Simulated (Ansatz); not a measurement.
**Nb(100) with 4 layers of random Nb-Li, 2x2: scattering by chemical disorder**

Aim: the residual resistivity of a random alloy, from Nb(100) with 4 layers of random Nb-Li, 2x2 and longer regions.

Method: Ansatz plane-wave DFT, PBE, PAW files; ballistic transport by layer matching (Landauer), zero bias; PAW set soft_1, in Ansatz 0.2.0.

Report form: the programs' logs are mostly left out.

### Step 1. Set-up

The cell holds 56 atoms: 52 Nb and 4 Li. Cell: a = 6.613 Å, b = 6.613 Å, c = 23.144 Å, α = 90.0°, β = 90.0°, γ = 90.0°. It derives from Nb. Regions: lead, 40 atoms (40 Nb); scattering region, 16 atoms (4 Li and 12 Nb). The structure is stacked along c, and the current runs across the ab planes.

### Step 2. With 4 alloy layers

In 4 layers a share of 0.25 of the sites is given to Li at random. The layers about the cell's end stay perfect and serve as the lead. Disorder leaves little or no symmetry, which makes such runs dear. Energies from -0.05 to 0.05 eV in steps of 0.05 eV are too few for the program's thermal sum, so it prints no conductance; for a metal the transmission near the Fermi level serves, at a fraction of the cost.

Contents of input.yaml:

```yaml
crystal:
  lattice:
    - [6.6126, 0.0, 0.0]
    - [0.0, 6.6126, 0.0]
    - [0.0, 0.0, 23.1441]
  atoms:
    - { symbol: Nb, position: [0.0, 0.0, 0.0357142857] }
    - { symbol: Nb, position: [0.0, 0.5, 0.0357142857] }
    - { symbol: Nb, position: [0.5, 0.0, 0.0357142857] }
    - { symbol: Nb, position: [0.5, 0.5, 0.0357142857] }
    - { symbol: Nb, position: [0.25, 0.25, 0.1071428571] }
    - { symbol: Nb, position: [0.25, 0.75, 0.1071428571] }
    - { symbol: Nb, position: [0.75, 0.25, 0.1071428571] }
    - { symbol: Nb, position: [0.75, 0.75, 0.1071428571] }
[... 44 atom lines left out ...]
    - { symbol: Nb, position: [0.25, 0.25, 0.9642857143] }
    - { symbol: Nb, position: [0.25, 0.75, 0.9642857143] }
    - { symbol: Nb, position: [0.75, 0.25, 0.9642857143] }
    - { symbol: Nb, position: [0.75, 0.75, 0.9642857143] }
kpoints:
  mp_grid: { grid: [4, 4, 1] }
hamiltonian:
  xc: pbe
  pseudopotentials: { kind: paw, azcp: { folder: soft_1 } }
scf:
  occupations: { method: fermi_dirac, width: 0.1 }
output:
  transmission: { leads: [[0, 4]], kmesh: [8, 8], e_range: [-0.05, 0.05], de: 0.05 }
  write_potential: true
  write_density: true
  volumetric_format: npy
```

Run with:

```console
> ansatz run input.yaml --threads 4 --pin off --max-ram 15360MiB --backend cpu --events-out ev --progress --plain --runs-dir out
```

Wall time 6.2 min (4 threads of AMD EPYC 9R14 (Zen 4), shared host); peak memory 7.6 GiB.

This step gave:

| Quantity | Value |
| --- | --- |
| free energy | -237535.3226 eV |
| energy at zero smearing | -237534.1411 eV |
| Fermi energy | 16.56 eV |
| cell area | 43.73 Å² |
| transmission per spin nearest the Fermi level | 4.246 |
| open channels per spin nearest the Fermi level | 10.86 |
| step of the lead's potential | 12.7 meV |

Per spin. Transmission, zone mean against energy, zero at the Fermi level:

```
energy (eV)  transmission, zone mean
    -0.0500                     4.46
     0.0000                     4.25
     0.0500                     3.99
```

Per spin. Open channels, zone mean, lead against energy, zero at the Fermi level:

```
energy (eV)  open channels, zone mean, lead
    -0.0500                            11.7
     0.0000                            10.9
     0.0500                            10.2
```

Transmission over k1 and k2. At 0.0000 eV from the Fermi level.

Ten even steps from '_' (1.15) to '@' (5.84):
```
..::**######**==
--****%%@@%%****
++##%%@@@@@@%%##
++##@@@@%%@@@@##
++##%%@@@@@@%%##
--****%%@@%%****
..==**######**::
__..--++++++--..
```
Columns: k1 (b1) from -0.5 to 0.375; rows upwards: k2 (b2) from -0.5 to 0.375.

Open channels over k1 and k2. At 0.0000 eV from the Fermi level.

Ten even steps from '_' (4.0) to '@' (14.0):
```
__++++@@@@@@++++
**++**%%@@%%**++
**@@%%######%%@@
@@@@@@######@@@@
**@@%%######%%@@
**++**%%@@%%**++
__++++@@@@@@++++
____****@@****__
```
Columns: k1 (b1) from -0.5 to 0.375; rows upwards: k2 (b2) from -0.5 to 0.375.

Over the solved energies the transmission per spin lies between 3.99 and 4.46, out of 10.9 channels of the lead on average (up to 11.7).

### Step 3. With 8 alloy layers

In 8 layers a share of 0.25 of the sites is given to Li at random. A fresh draw is used; the growth of the resistance with length is what counts.

System of this step: Nb(100) with 8 layers of random Nb-Li, 2x2. The cell holds 72 atoms: 64 Nb and 8 Li. Its edges and angles: a = 6.613 Å, b = 6.613 Å, c = 29.757 Å, α = 90.0°, β = 90.0°, γ = 90.0°. It derives from Nb. Regions: lead, 40 atoms (40 Nb); scattering region, 32 atoms (24 Nb and 8 Li). The structure is stacked along c, and the current runs across the ab planes.

Contents of input.yaml:

```yaml
crystal:
  lattice:
    - [6.6126, 0.0, 0.0]
    - [0.0, 6.6126, 0.0]
    - [0.0, 0.0, 29.7567]
  atoms:
    - { symbol: Nb, position: [0.0, 0.0, 0.0277777778] }
    - { symbol: Nb, position: [0.0, 0.5, 0.0277777778] }
    - { symbol: Nb, position: [0.5, 0.0, 0.0277777778] }
    - { symbol: Nb, position: [0.5, 0.5, 0.0277777778] }
    - { symbol: Nb, position: [0.25, 0.25, 0.0833333333] }
    - { symbol: Nb, position: [0.25, 0.75, 0.0833333333] }
    - { symbol: Nb, position: [0.75, 0.25, 0.0833333333] }
    - { symbol: Nb, position: [0.75, 0.75, 0.0833333333] }
[... 60 atom lines left out ...]
    - { symbol: Nb, position: [0.25, 0.25, 0.9722222222] }
    - { symbol: Nb, position: [0.25, 0.75, 0.9722222222] }
    - { symbol: Nb, position: [0.75, 0.25, 0.9722222222] }
    - { symbol: Nb, position: [0.75, 0.75, 0.9722222222] }
kpoints:
  mp_grid: { grid: [4, 4, 1] }
hamiltonian:
  xc: pbe
  pseudopotentials: { kind: paw, azcp: { folder: soft_1 } }
scf:
  occupations: { method: fermi_dirac, width: 0.1 }
output:
  transmission: { leads: [[0, 4]], kmesh: [8, 8], e_range: [-0.05, 0.05], de: 0.05 }
  write_potential: true
  write_density: true
  volumetric_format: npy
```

Elapsed: 13 min, on 4 threads; peak memory 11 GiB; 42 min of CPU time.

This step gave:

- free energy: -292977.7818 eV
- energy at zero smearing: -292976.2472 eV
- Fermi energy: 15.89 eV
- transmission per spin nearest the Fermi level: 3.071
- open channels per spin nearest the Fermi level: 10.73
- step of the lead's potential: 6.7 meV

Per spin. Transmission, zone mean against energy, zero at the Fermi level:

```
energy (eV)  transmission, zone mean
    -0.0500                     3.19
     0.0000                     3.07
     0.0500                     3.03
```

Over the solved energies the transmission per spin lies between 3.03 and 3.19, out of 10.8 channels of the lead on average (up to 11.4).

### Step 4. With 12 alloy layers

In 12 layers a share of 0.25 of the sites is given to Li at random. A fresh draw is used; the growth of the resistance with length is what counts.

System of this step: Nb(100) with 12 layers of random Nb-Li, 2x2. The cell holds 88 atoms: 76 Nb and 12 Li. Cell: a = 6.613 Å, b = 6.613 Å, c = 36.369 Å, α = 90.0°, β = 90.0°, γ = 90.0°. It derives from Nb. Regions: lead, 40 atoms (40 Nb); scattering region, 48 atoms (36 Nb and 12 Li). The structure is stacked along c, and the current runs across the ab planes.

Contents of input.yaml:

```yaml
crystal:
  lattice:
    - [6.6126, 0.0, 0.0]
    - [0.0, 6.6126, 0.0]
    - [0.0, 0.0, 36.3693]
  atoms:
    - { symbol: Nb, position: [0.0, 0.0, 0.0227272727] }
    - { symbol: Nb, position: [0.0, 0.5, 0.0227272727] }
    - { symbol: Nb, position: [0.5, 0.0, 0.0227272727] }
    - { symbol: Nb, position: [0.5, 0.5, 0.0227272727] }
    - { symbol: Nb, position: [0.25, 0.25, 0.0681818182] }
    - { symbol: Nb, position: [0.25, 0.75, 0.0681818182] }
    - { symbol: Nb, position: [0.75, 0.25, 0.0681818182] }
    - { symbol: Nb, position: [0.75, 0.75, 0.0681818182] }
[... 76 atom lines left out ...]
    - { symbol: Nb, position: [0.25, 0.25, 0.9772727273] }
    - { symbol: Nb, position: [0.25, 0.75, 0.9772727273] }
    - { symbol: Nb, position: [0.75, 0.25, 0.9772727273] }
    - { symbol: Nb, position: [0.75, 0.75, 0.9772727273] }
kpoints:
  mp_grid: { grid: [4, 4, 1] }
hamiltonian:
  xc: pbe
  pseudopotentials: { kind: paw, azcp: { folder: soft_1 } }
scf:
  occupations: { method: fermi_dirac, width: 0.1 }
output:
  transmission: { leads: [[0, 4]], kmesh: [8, 8], e_range: [-0.05, 0.05], de: 0.05 }
  write_potential: true
  write_density: true
  volumetric_format: npy
```

Wall time 18 min (4 threads); peak memory 8.2 GiB; 59 min of CPU time.

Numbers from this step:

```
free energy                                    : -348421.2628 eV
energy at zero smearing                        : -348419.4517 eV
Fermi energy                                   : 15.48 eV
transmission per spin nearest the Fermi level  : 2.548
open channels per spin nearest the Fermi level : 10.61
step of the lead's potential                   : 4.5 meV
```

Per spin. Table of transmission, zone mean by energy, zero at the Fermi level:

```
energy (eV)  transmission, zone mean
    -0.0500                     2.68
     0.0000                     2.55
     0.0500                     2.48
```

Over the solved energies the transmission per spin lies between 2.48 and 2.68, out of 10.7 channels of the lead on average (up to 11.4).

### Step 5. The fit

This step: Ansatz plane-wave DFT, PBE, PAW files; ballistic transport by layer matching (Landauer), zero bias; residual resistivity from the slope of the area resistance, atoms on the host's lattice; PAW set soft_1 (Ansatz 0.2.0).

This step gave:

```
resistivity           : 64.71 µΩ cm
intercept             : 0.4061 fΩ m²
scatter about the fit : 0.02626 fΩ m²
```

Resistance, by row:

```
run  length (Å)      T  channels N  RA (fΩ m²)
 n4       6.613  4.233        10.9      0.8155
 n8       13.23  3.096       10.78       1.299
n12       19.84  2.569       10.73       1.671
```

Table of area resistance by length of the alloy:

```
length of the alloy (Å)  area resistance (fΩ m²)
                   6.61                    0.815
                  13.23                     1.30
                  19.84                     1.67
```

The area resistance goes from 0.82 to 1.7 fΩ m² between 6.6 and 19.8 Å, a slope of 65 µΩ cm.

By hand from the end points: (1.671 − 0.8155) fΩ m² / (19.84 − 6.61) Å = 65 µΩ cm, since 1 fΩ m² per Å is 1000 µΩ cm.

### Step 6. Results

| Item | Value |
| --- | --- |
| resistivity from the slope | 64.7 µΩ cm |
| area resistance over 6.61 Å | 0.815 fΩ m² |
| area resistance over 13.2 Å | 1.30 fΩ m² |
| area resistance over 19.8 Å | 1.67 fΩ m² |

What this shows: The slope gives 65 µΩ cm. The points scatter by 0.026 fΩ m² about the line, with one random draw a length in a 2x2 cell, so the slope is a rough value. The lead's own channel count moves between the runs (10.9, 10.8 and 10.7), which shifts RA and the slope too. Read with a model of isotropic scattering on a spherical Fermi surface and the lead's 1.9×10¹⁵ S/m², this slope means a mean free path near 6.0 Å; over these lengths the model's slope is within 3 % of its bulk resistivity. The atoms sit on the host's lattice, so scattering by size misfit is left out.

[Logs are printed without paths, hosts, clocks, repeated set-up lines and the standing remarks that a program may print on its own settings, such as how far it seeks lower states.]

[Hosts, paths, dates, database ids (printed as entryN), source tags and the programs' standing remarks are cut or masked in the printed files.]
